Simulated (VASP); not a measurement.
# ZnS (F-43m) in VASP: a series of runs

One crystal, ZnS, is run at these levels: LDA, PBEsol, RPBE, HSE03; tasks: band structure.

Everything below comes from runs of VASP 6.6.1. Logs are shortened: lines on timing, memory, paths and dates and some standing lists are left out, and cuts for length are marked.

**Measured values to compare with.**

From “Electronic, vibrational, and thermodynamic properties of ZnS (zincblende and rocksalt structure)”, 2009, arxiv:0911.5022, for a bulk crystal of ZnS at 19 K: band gap 3.85 eV (direct).

The runs below are set against these values where they give the same quantity.

### 1 Starting point

It takes space group F-43m (No. 216, cubic). Conventional cell: a = 5.404 Å, b = 5.404 Å, c = 5.404 Å, α = 90.00°, β = 90.00°, γ = 90.00°. Zn (site symmetry -43m) has 4 S at 2.34 Å as nearest neighbours. S (site symmetry -43m) has 4 Zn at 2.34 Å as nearest neighbours.

### 2 Band structure, LDA

The input, POSCAR:

```
ZnS
1.0
    0.0000000000      2.7020000000      2.7020000000
    2.7020000000      0.0000000000      2.7020000000
    2.7020000000      2.7020000000      0.0000000000
Zn S
1 1
Direct
    0.7500000000      0.7500000000      0.7500000000
    0.0000000000      0.0000000000      0.0000000000
```

The input, INCAR.step1:

```
SYSTEM = ZnS
ALGO = Normal
EDIFF = 1E-7
ENCUT = 520
ISIF = 2
ISMEAR = -1
LASPH = .True.
LCHARG = .True.
LREAL = .False.
LWAVE = .False.
NELM = 100
PREC = Accurate
SIGMA = 0.05
```

The input, KPOINTS.step1:

```
k-points
0
Gamma
  9 9 9
  0 0 0
```

The input, INCAR.step2:

```
SYSTEM = ZnS
ALGO = Normal
EDIFF = 1E-7
ENCUT = 520
ICHARG = 11
ISIF = 2
ISMEAR = 0
LASPH = .True.
LCHARG = .False.
LREAL = .False.
LWAVE = .False.
NELM = 100
PREC = Accurate
SIGMA = 0.05
```

The input, KPOINTS.step2:

```
path GXWKGLUWLK,UX
20
line-mode
reciprocal
 0.0000000000  0.0000000000  0.0000000000  G
 0.5000000000  0.0000000000  0.5000000000  X

 0.5000000000  0.0000000000  0.5000000000  X
 0.5000000000  0.2500000000  0.7500000000  W

 0.5000000000  0.2500000000  0.7500000000  W
 0.3750000000  0.3750000000  0.7500000000  K

 0.3750000000  0.3750000000  0.7500000000  K
 0.0000000000  0.0000000000  0.0000000000  G

 0.0000000000  0.0000000000  0.0000000000  G
 0.5000000000  0.5000000000  0.5000000000  L

 0.5000000000  0.5000000000  0.5000000000  L
 0.6250000000  0.2500000000  0.6250000000  U

 0.6250000000  0.2500000000  0.6250000000  U
 0.5000000000  0.2500000000  0.7500000000  W

 0.5000000000  0.2500000000  0.7500000000  W
 0.5000000000  0.5000000000  0.5000000000  L

 0.5000000000  0.5000000000  0.5000000000  L
 0.3750000000  0.3750000000  0.7500000000  K

 0.6250000000  0.2500000000  0.6250000000  U
 0.5000000000  0.0000000000  0.5000000000  X
```

Potentials or basis: VASP PAW LDA potentials, release 64 (Zn, S).

Run with:

```
cat potpaw_LDA.64/Zn/POTCAR potpaw_LDA.64/S/POTCAR > POTCAR
cp INCAR.step1 INCAR
cp KPOINTS.step1 KPOINTS
mpirun -np 1 vasp_std > vasp.out
cp INCAR.step2 INCAR
cp KPOINTS.step2 KPOINTS
mpirun -np 1 vasp_std > vasp.out
```

OUTCAR:

```text
SYSTEM = ZnS
   EDIFF = 1E-7
   ENCUT = 520
   ICHARG = 11
   ISIF = 2
   ISMEAR = 0
   LASPH = .True.
   LREAL = .False.
   NELM = 100
   PREC = Accurate

 ion  position               nearest neighbor table
   1  0.750  0.750  0.750-   2 2.34   2 2.34   2 2.34   2 2.34
   2  0.000  0.000  0.000-   1 2.34   1 2.34   1 2.34   1 2.34

  LATTYP: Found a face centered cubic cell.
 ALAT       =     5.4040000000

  Lattice vectors:

 A1 = (   0.0000000000,   2.7020000000,   2.7020000000)
 A2 = (   2.7020000000,   0.0000000000,   2.7020000000)
 A3 = (   2.7020000000,   2.7020000000,   0.0000000000)

Analysis of symmetry for initial positions (statically):
=====================================================================
 Subroutine PRICEL returns:
 Original cell was already a primitive cell.

 Routine SETGRP: Setting up the symmetry group for a
 face centered cubic supercell.

 Subroutine GETGRP returns: Found 24 space group operations
 (whereof 24 operations were pure point group operations)
 out of a pool of 48 trial point group operations.

The static configuration has the point symmetry T_d .

Analysis of symmetry for dynamics (positions and initial velocities):
=====================================================================
 Subroutine PRICEL returns:
 Original cell was already a primitive cell.

 Routine SETGRP: Setting up the symmetry group for a
 face centered cubic supercell.

 Subroutine GETGRP returns: Found 24 space group operations
 (whereof 24 operations were pure point group operations)
 out of a pool of 48 trial point group operations.

The dynamic configuration has the point symmetry T_d .

 Subroutine INISYM returns: Found 24 space group operations
 (whereof 24 operations are pure point group operations),
 and found     1 'primitive' translations

----------------------------------------------------------------------------------------

                                     Primitive cell

  volume of cell :      39.4535

  direct lattice vectors                    reciprocal lattice vectors
     0.000000000  2.702000000  2.702000000    -0.185048113  0.185048113  0.185048113
     2.702000000  0.000000000  2.702000000     0.185048113 -0.185048113  0.185048113
     2.702000000  2.702000000  0.000000000     0.185048113  0.185048113 -0.185048113

  length of vectors
     3.821205046  3.821205046  3.821205046     0.320512733  0.320512733  0.320512733

  position of ions in fractional coordinates (direct lattice)
     0.750000000  0.750000000  0.750000000
     0.000000000  0.000000000  0.000000000

  ion indices of the primitive-cell ions
   primitive index   ion index
                 1           1
                 2           2

----------------------------------------------------------------------------------------

 KPOINTS: path GXWKGLUWLK,UX

Interpolating k-points between supplied coordinates.

 Line segments in fractional coordinates (reciprocal lattice):
    0.000000  0.000000  0.000000  ...  0.500000  0.000000  0.500000
    0.500000  0.000000  0.500000  ...  0.500000  0.250000  0.750000
    0.500000  0.250000  0.750000  ...  0.375000  0.375000  0.750000
    0.375000  0.375000  0.750000  ...  0.000000  0.000000  0.000000
    0.000000  0.000000  0.000000  ...  0.500000  0.500000  0.500000
    0.500000  0.500000  0.500000  ...  0.625000  0.250000  0.625000
    0.625000  0.250000  0.625000  ...  0.500000  0.250000  0.750000
    0.500000  0.250000  0.750000  ...  0.500000  0.500000  0.500000
    0.500000  0.500000  0.500000  ...  0.375000  0.375000  0.750000
    0.625000  0.250000  0.625000  ...  0.500000  0.000000  0.500000

 Generated    20 points on each line segment, for a total of    200 k-points:

 Following reciprocal coordinates:
            Coordinates               Weight
  0.000000  0.000000  0.000000      0.005000
  0.026316  0.000000  0.026316      0.005000
  0.052632  0.000000  0.052632      0.005000
  0.078947  0.000000  0.078947      0.005000
  0.105263  0.000000  0.105263      0.005000
  0.131579  0.000000  0.131579      0.005000
[... 16 lines left out ...]
  0.500000  0.026316  0.526316      0.005000
  0.500000  0.039474  0.539474      0.005000
 [... further k-points ...]
   k-points           NKPTS =    200   k-points in BZ     NKDIM =    200   number of bands    NBANDS=     13
   number of dos      NEDOS =    301   number of ions     NIONS =      2
   total plane-waves  NPLWV =  21952
   dimension x,y,z NGX =    28 NGY =   28 NGZ =   28
   dimension x,y,z NGXF=    56 NGYF=   56 NGZF=   56
   ions per type =               1   1
   NGX,Y,Z   is equivalent  to a cutoff of  12.18, 12.18, 12.18 a.u.
   NGXF,Y,Z  is equivalent  to a cutoff of  24.36, 24.36, 24.36 a.u.
 SYSTEM =  ZnS
   PREC   = accura    normal or accurate (medium, high low for compatibility)
   ISTART =      0    job   : 0-new  1-cont  2-samecut
   ICHARG =     11    charge: 1-file 2-atom 10-const
   ISPIN  =      1    spin polarized calculation?
   LNONCOLLINEAR =      F non collinear calculations
   LSORBIT =      F    spin-orbit coupling
   LASPH  =      T    aspherical Exc in radial PAW
   ENCUT  =  520.0 eV  38.22 Ry    6.18 a.u.   7.10  7.10  7.10*2*pi/ulx,y,z
   NELM   =    100;   NELMIN=  2; NELMDL=  0     # of ELM steps
   EDIFF  = 0.1E-06   stopping-criterion for ELM
   LREAL  =      F    real-space projection
   EDIFFG = 0.1E-05   stopping-criterion for IOM
   NSW    =      0    number of steps for IOM
   IBRION =     -1    ionic relax: 0-MD 1-quasi-New 2-CG
   NFREE  =      0    steps in history (QN), initial steepest desc. (CG)
   ISIF   =      2    stress and relaxation
   ISYM   =      2    0-nonsym 1-usesym 2-fastsym
   POTIM  = 0.5000    time-step for ionic-motion
   TEBEG  =    0.0;   TEEND  =   0.0 temperature during run
   PSTRESS=    0.0 pullay stress
   NELECT =      18.0000    total number of electrons
   NUPDOWN=      -1.0000    fix difference up-down
   EMIN   =  10.00;   EMAX   =-10.00  energy-range for DOS
   EFERMI =   0.00;   METHOD = LEGACY
   ISMEAR =     0;   SIGMA  =   0.05  broadening in eV -4-tet -1-fermi 0-gaus
   EFERMI_NEDOS =   21; number of points for ismear=-14 and -15
   IALGO  =     38    algorithm
   IMIX   =      4    mixing-type and parameters
     AMIX     =   0.40;   BMIX     =  1.00
     AMIX_MAG =   1.60;   BMIX_MAG =  1.00
  volume/ion in A,a.u.               =      19.73       133.12
  Fermi-wavevector in a.u.,A,eV,Ry     =   1.260290  2.381602 21.610537  1.588330
  Thomas-Fermi vector in A             =   2.393807
   LORBIT       =      0    0 simple, 1 ext, 2 COOP (PROOUT), +10 PAW based schemes
   GGA     = CA    functional components
   LHFCALC =     F    Hartree Fock is set to
   AEXX    =    0.0000 exact exchange contribution
   IVDW    =     0    specifies the selected vdW correction
   LEPSILON=     F    determine dielectric tensor
   LRPA    =     F    only Hartree local field effects (RPA)
 non-spin polarized calculation
 Gauss-broadening in eV      SIGMA  =   0.05
  energy-cutoff  :      520.00
  volume of cell :       39.45
 maximum number of plane-waves:      1075

 number of electron      18.0000000 magnetization

 Free energy of the ion-electron system (eV)
  ---------------------------------------------------
  ext. energy  EPLUGINS =         0.00000000
  ---------------------------------------------------
  free energy    TOTEN  =        -8.46334080 eV

  energy without entropy =       -8.46334080  energy(sigma->0) =       -8.46334080

 E-fermi :   2.1780     XC(G=0): -10.0391

 val. band max:        1.9239570261   @ k =   0.0000   0.0000   0.0000
 cond. band min:       3.8140671328   @ k =   0.0000   0.0000   0.0000
 fundamental gap:      1.8901101067
 Fermi energy:         2.1779647833

 k-point     1 :       0.0000    0.0000    0.0000
  band No.  band energies     occupation
      1     -11.1836      2.00000
      2      -4.5723      2.00000
      3      -4.5723      2.00000
      4      -4.5723      2.00000
      5      -4.0882      2.00000
      6      -4.0882      2.00000
      7       1.9240      2.00000
      8       1.9240      2.00000
      9       1.9240      2.00000
     10       3.8141      0.00000
     11       8.1790      0.00000
     12       8.1790      0.00000
     13       8.1790      0.00000

 k-point     2 :       0.0263    0.0000    0.0263
  band No.  band energies     occupation
      1     -11.1764      2.00000
      2      -4.5732      2.00000
      3      -4.5705      2.00000
      4      -4.5705      2.00000
      5      -4.0890      2.00000
      6      -4.0877      2.00000
      7       1.8428      2.00000
      8       1.9031      2.00000
      9       1.9031      2.00000
     10       3.9019      0.00000
     11       8.1376      0.00000
     12       8.2095      0.00000
     13       8.2095      0.00000

 k-point     3 :       0.0526    0.0000    0.0526
  band No.  band energies     occupation
      1     -11.1547      2.00000
      2      -4.5760      2.00000
      3      -4.5654      2.00000
      4      -4.5654      2.00000
      5      -4.0914      2.00000
      6      -4.0862      2.00000
      7       1.6340      2.00000
      8       1.8420      2.00000
      9       1.8420      2.00000
     10       4.1296      0.00000
     11       8.0197      0.00000
     12       8.2993      0.00000
     13       8.2993      0.00000
[... 305 lines left out ...]
 k-point    23 :       0.5000    0.0263    0.5263
  band No.  band energies     occupation
      1      -9.9112      2.00000
      2      -4.5854      2.00000
      3      -4.2403      2.00000
      4      -4.2373      2.00000
      5      -4.0147      2.00000
      6      -3.8629      2.00000
      7      -2.7389      2.00000
      8      -0.3399      2.00000
      9      -0.3389      2.00000
     10       5.1609      0.00000
     11       5.8674      0.00000
     12      12.5679      0.00000
     13      13.5654      0.00000

 k-point    24 :       0.5000    0.0395    0.5395
  band No.  band energies     occupation
      1      -9.9110      2.00000
      2      -4.5806      2.00000
      3      -4.2432      2.00000
      4      -4.2364      2.00000
      5      -4.0161      2.00000
      6      -3.8564      2.00000
      7      -2.7391      2.00000
      8      -0.3601      2.00000
      9      -0.3579      2.00000
     10       5.2150      0.00000
     11       5.9163      0.00000
     12      12.4788      0.00000
     13      13.3990      0.00000

 [... further k-points ...]

------------------------ aborting loop because EDIFF is reached ----------------------------------------

  FORCE on cell =-STRESS in cart. coord.  units (eV):
  Direction    XX          YY          ZZ          XY          YZ          ZX
  --------------------------------------------------------------------------------------
  -------------------------------------------------------------------------------------
  Total       -2.2064410     -2.2064410     -2.2064410     -0.0000000      0.0000000     -0.0000000
  in kB      -89.6018295    -89.6018295    -89.6018295     -0.0000000      0.0000000     -0.0000000
  external PRESSURE =     -89.6018295 kB  Pullay stress =       0.0000000 kB

 VOLUME and BASIS-vectors are now :
 -----------------------------------------------------------------------------
  energy-cutoff  :      520.00
  volume of cell :       39.45
      direct lattice vectors                 reciprocal lattice vectors
     0.000000000  2.702000000  2.702000000    -0.185048113  0.185048113  0.185048113
     2.702000000  0.000000000  2.702000000     0.185048113 -0.185048113  0.185048113
     2.702000000  2.702000000  0.000000000     0.185048113  0.185048113 -0.185048113

 POSITION                                       TOTAL-FORCE (eV/Angst)
 -----------------------------------------------------------------------------------
      4.05300      4.05300      4.05300         0.000000      0.000000      0.000000
      0.00000      0.00000      0.00000        -0.000000     -0.000000     -0.000000
 -----------------------------------------------------------------------------------
    total drift:                                0.000000      0.000000      0.000000

  FREE ENERGIE OF THE ION-ELECTRON SYSTEM (eV)
  ---------------------------------------------------
  free  energy   TOTEN  =        -8.4633407996 eV

  energy  without entropy=       -8.4633407996  energy(sigma->0) =       -8.46334080
```

It took 40 s on 1 thread of Intel Xeon 6975P-C (Granite Rapids), shared host; peak memory 0.21 GiB.

What came out:

| Item | Value |
| --- | --- |
| Band gap on the k mesh | 1.89 eV, direct |
| Band gap along the path | 1.89 eV, direct |

Levels at the corners of the path, in eV from the valence-band top:
| point | band 6 | band 7 | band 8 | band 9 | band 10 | band 11 | band 12 | band 13 |
| --- | --- | --- | --- | --- | --- | --- | --- | --- |
| Γ | -6.01 | 0.00 | 0.00 | 0.00 | 1.89 | 6.26 | 6.26 | 6.26 |
| X | -5.79 | -4.66 | -2.25 | -2.25 | 3.19 | 3.90 | 10.72 | 11.78 |
| X | -5.79 | -4.66 | -2.25 | -2.25 | 3.19 | 3.90 | 10.72 | 11.78 |
| W | -5.60 | -4.67 | -2.80 | -2.78 | 5.54 | 5.93 | 7.69 | 8.04 |
| W | -5.60 | -4.67 | -2.80 | -2.78 | 5.54 | 5.93 | 7.69 | 8.04 |
| K | -5.66 | -4.70 | -3.18 | -1.83 | 3.94 | 5.83 | 9.19 | 9.66 |
| K | -5.66 | -4.70 | -3.18 | -1.83 | 3.94 | 5.83 | 9.19 | 9.66 |
| Γ | -6.01 | 0.00 | 0.00 | 0.00 | 1.89 | 6.26 | 6.26 | 6.26 |
| Γ | -6.01 | 0.00 | 0.00 | 0.00 | 1.89 | 6.26 | 6.26 | 6.26 |
| L | -5.81 | -5.38 | -0.88 | -0.88 | 3.11 | 6.79 | 6.79 | 8.63 |
| L | -5.81 | -5.38 | -0.88 | -0.88 | 3.11 | 6.79 | 6.79 | 8.63 |
| U | -5.66 | -4.70 | -3.18 | -1.83 | 3.94 | 5.83 | 9.19 | 9.66 |
| U | -5.66 | -4.70 | -3.18 | -1.83 | 3.94 | 5.83 | 9.19 | 9.66 |
| W | -5.60 | -4.67 | -2.80 | -2.78 | 5.54 | 5.93 | 7.69 | 8.04 |
| W | -5.60 | -4.67 | -2.80 | -2.78 | 5.54 | 5.93 | 7.69 | 8.04 |
| L | -5.81 | -5.38 | -0.88 | -0.88 | 3.11 | 6.79 | 6.79 | 8.63 |
| L | -5.81 | -5.38 | -0.88 | -0.88 | 3.11 | 6.79 | 6.79 | 8.63 |
| K | -5.66 | -4.70 | -3.18 | -1.83 | 3.94 | 5.83 | 9.19 | 9.66 |
| U | -5.66 | -4.70 | -3.18 | -1.83 | 3.94 | 5.83 | 9.19 | 9.66 |
| X | -5.79 | -4.66 | -2.25 | -2.25 | 3.19 | 3.90 | 10.72 | 11.78 |

Caveat: the log is that of the step along the path at fixed density, whose energy, stress, charges and moments have no meaning.

(Continued in part 2 of 2.)
